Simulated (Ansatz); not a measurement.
Runs of Ansatz 0.2.0 on TaN. The structure is hexagonal, space group P-6m2 (No. 187). The conventional cell has a = 2.938 Å, b = 2.938 Å, c = 2.883 Å, α = 90.00°, β = 90.00°, γ = 120.00°. Around Ta (site symmetry -6m2) lie 6 N at 2.23 Å. Around N (site symmetry -6m2) lie 6 Ta at 2.23 Å. 

```csv
level,U,cutoff (eV),hubbard projectors,double counting,gap on the mesh (eV),pressure (GPa),relaxed volume (Å³/atom)
PBE+U,Ta d U = 5 eV,420,ortho-atomic (the default),fll (the default),none,0.0,11.08
RPBE,-,420,-,-,none,0.0,11.07
PBE,-,420,-,-,none,0.0,10.92
revPBE,-,420,-,-,none,0.0,11.03
r2SCAN,-,500,-,-,none,0.0,(b)
BLYP,-,420,-,-,none,0.0,(a)
PBE+U,Ta d U = 6 eV,420,ortho-atomic (the default),fll (the default),none,0.0,11.13
```

Alike in all rows: task relaxation of cell and atoms; potentials or basis Ansatz PAW; no spin polarisation; cell relaxed; k mesh 10 × 10 × 9; smearing fermi-dirac 0.05 eV.

Question: Fill in the values left out.

Answer: (a) 11.29; (b) 10.77.

Caveats: the plane-wave basis is chosen anew once the cell has moved, so the energies of steps on either side of that aren't comparable; the PAW data sets come from PBE, with cores solved anew for the run's functional, which leaves a small shift of forces and pressure (some runs); U without spin polarisation on a metal has little footing (some runs).

A k mesh can miss the band edges, and the runs leave out spin-orbit coupling on Ta.

A gap of «none» marks a metal or a gap under the smearing width.
